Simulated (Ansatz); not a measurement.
# Rock-salt LiI

All values below come from PBEsol (plane waves, PAW; Ansatz, an electronic-structure program).

Numerical settings: plane-wave cutoff 500 eV, 8×8×1 k mesh (along the axes of the cell as run), gaussian smearing 0.02 eV, scalar-relativistic PAW data made under PBE.

Cell: relaxed at this level.

```
Item                                  Value
--------------------------------  ---------
surface energy of the (100) face  0.12 J/m²
ionisation potential of the slab    5.98 eV
```

The slab of 12 atoms is relaxed and unreconstructed.

Spin–orbit coupling is not included.

Computed values are for the static lattice.

The result took roughly 2.9 core-minutes.
